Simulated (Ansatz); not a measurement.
TiAl (Pm-3m), an elastic constant from a strain scan

Computed with Ansatz 0.2.0, DFT r2SCAN, scalar-relativistic, plane waves, PAW. Cutoff 500 eV, Γ-centred 16×16×16 k-points, Gaussian smearing of 0.15 eV. No spin polarisation. Energies are free energies at this smearing, counted from the undisturbed cell; pressure is positive in compression.

Reference structure (as given, not relaxed at this level; it stands at -0.8 GPa, and it needn't be the usual structure):

```
Ti Al
1.0
     3.17906    0.00000    0.00000
     0.00000    3.17906    0.00000
     0.00000    0.00000    3.17906
Ti Al
1 1
Direct
  0.00000 0.00000 0.00000
  0.50000 0.50000 0.50000
```

The cell is strained by ε times the Voigt pattern (0, 0, 0, 0, 0, 1) (xx, yy, zz, yz, xz, xy; engineering shear) with fractional coordinates fixed. The cell holds 2 atoms in V0 = 32.13 Å³. The stress column is τ = (1/V0) dE/dε, got from the stress tensor σ (compression positive) at each point as −det(1 + εP) σ : P(1 + εP)⁻¹, with P the pattern as a tensor.

| ε | ΔE (meV/atom) | τ (GPa) |
| --- | --- | --- |
| -0.0175 | 1.182 | -1.349 |
| -0.0150 | 0.867 | -1.156 |
| -0.0125 | 0.602 | -0.962 |
| -0.0100 | 0.384 | -0.769 |
| -0.0075 | 0.216 | -0.577 |
| -0.0050 | 0.095 | -0.384 |
| -0.0025 | 0.023 | -0.192 |
| 0.0000 | 0.000 | 0.000 |
| 0.0025 | 0.023 | 0.192 |
| 0.0050 | 0.095 | 0.384 |
| 0.0075 | 0.216 | 0.577 |
| 0.0100 | 0.384 | 0.769 |
| 0.0125 | 0.602 | 0.962 |
| 0.0150 | 0.867 | 1.156 |
| 0.0175 | 1.182 | 1.349 |
| 0.0200 | ? | ? |

Problem. Which combination of elastic constants does this scan measure, and how large is it?

Solution. For small ε, τ = τ0 + Kε with K = pᵀCp, which for this pattern is C44 in the cubic axes. The parabola through τ at ε = -0.0025, 0 and 0.0025 has slope K = 77 GPa at zero. The energies per cell, E = NΔE, of the wider pair ε = ±0.0175 give K = 2[E(ε₊)/ε₊ − E(ε₋)/ε₋]/[(ε₊ − ε₋)V0] = 77 GPa, in agreement.

Problem. Predict the withheld row at ε = 0.0200 from the harmonic law, and compare.

Solution. ΔE = V0(τ0 ε + Kε²/2)/N = 1.541 meV/atom and τ = 1.54 GPa. The calculation gives 1.544 meV/atom and 1.54 GPa, a miss of 0.01 meV/atom at most, so the harmonic law still holds here.

In a metal these slopes depend on the k mesh and the smearing.